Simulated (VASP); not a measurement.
## Nb: density of states with PBE

Nb:

```
CELL_PARAMETERS angstrom
2.72194 0.00000 0.00000
0.00000 2.72194 0.00000
0.00000 0.00000 2.72194
ATOMIC_POSITIONS crystal
Nb 0.00000 0.00000 0.00000
```

This isn't the form of Nb at room conditions, which is bcc.

```json
{
 "Program": "VASP 6.6.1",
 "Task": "density of states",
 "Functional": "PBE",
 "Potentials or basis": "VASP PAW PBE potentials, release 64 (Nb_sv)",
 "Cutoff": "520 eV",
 "k mesh": "16 × 16 × 16",
 "Occupations": "fermi-dirac, width 0.1 eV",
 "Spin": "no spin polarisation",
 "Dipole correction": "no",
 "k mesh for the DOS": "24 × 24 × 24",
 "Occupations for the DOS": "tetrahedron",
 "Further INCAR settings": "ALGO = Normal; EDIFF = 1e-06; NBANDS = 12"
}
```

```
Valence electrons inside the program's atomic spheres : Nb 10.80
```

Levels at points of the mesh, in eV from the Fermi level:
| k point | band 4 | band 5 | band 6 | band 7 | band 8 | band 9 | band 10 | band 11 |
| --- | --- | --- | --- | --- | --- | --- | --- | --- |
| (0.00, 0.00, 0.00) | -29.94 | -5.57 | -2.74 | -2.74 | 5.10 | 5.10 | 5.10 | 14.61 |
| (0.50, 0.00, 0.00) | -29.81 | -2.49 | -1.85 | 0.54 | 1.89 | 1.89 | 5.43 | 9.63 |
| (0.50, 0.50, 0.00) | -29.68 | -4.00 | -1.01 | 2.56 | 2.56 | 5.76 | 5.76 | 7.25 |
| (0.50, 0.50, 0.50) | -30.97 | -2.42 | -2.42 | -2.42 | 7.41 | 7.47 | 7.47 | 12.24 |

States per cell in windows of 1 eV (zero at the Fermi level; states under -8 eV left out):
```tsv
from (eV)	total	Nb1_d	Nb1_p	Nb1_s
-8.0	0.00	0.00	0.00	0.00
-7.0	0.00	0.00	0.00	0.00
-6.0	0.02	0.00	0.00	0.01
-5.0	0.11	0.00	0.00	0.03
-4.0	0.56	0.19	0.01	0.05
-3.0	1.45	0.63	0.04	0.08
-2.0	1.42	0.92	0.02	0.04
-1.0	1.44	0.86	0.05	0.04
0.0	0.82	0.50	0.03	0.02
1.0	1.15	0.81	0.03	0.01
2.0	1.19	0.88	0.03	0.02
3.0	1.61	1.17	0.05	0.04
4.0	1.05	0.74	0.05	0.02
5.0	0.55	0.30	0.05	0.02
6.0	0.27	0.13	0.04	0.01
7.0	0.19	0.07	0.03	0.01
```

It took 43 s on 1 thread of Intel(R) Xeon(R) 6975P-C (Granite Rapids) (shared host), peak memory 0.22 GiB.
